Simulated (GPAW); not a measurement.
# ZnSe (Stilleite): single point with PBE

The system is ZnSe (Stilleite).

```
Se Zn
1.0
     0.00000    2.83380    2.83380
     2.83380    0.00000    2.83380
     2.83380    2.83380    0.00000
Se Zn
1 1
Cartesian
  1.4169 1.4169 1.4169
  0.0000 0.0000 0.0000
```

```yaml
Program: GPAW 26.7.0
Task: single point
Functional: PBE
Potentials_or_basis: GPAW PAW data sets (gpaw-data 1.2.1)
Cutoff: 600 eV
Basis: pw
k_mesh: 10 × 10 × 10
Occupations: fermi-dirac, width 0.05 eV
Spin: no spin polarisation
```

The pressure is 2.1 GPa and the band gap on the k mesh is 1.30 eV, direct.

Levels at points of the mesh, in eV from the valence-band top:
| k point | band 6 | band 7 | band 8 | band 9 | band 10 | band 11 | band 12 | band 13 |
| --- | --- | --- | --- | --- | --- | --- | --- | --- |
| (0.00, 0.00, 0.00) | -6.15 | 0.00 | 0.00 | 0.00 | 1.30 | 5.81 | 5.81 | 5.81 |
| (0.50, 0.50, 0.00) | -5.97 | -4.74 | -2.18 | -2.18 | 2.99 | 3.47 | 10.73 | 11.26 |
| (0.50, 0.50, 0.50) | -5.99 | -5.22 | -0.87 | -0.87 | 2.55 | 6.39 | 6.39 | 8.57 |

It took 27 s on 1 thread of Arm Neoverse V1 (shared host), peak memory 0.17 GiB.
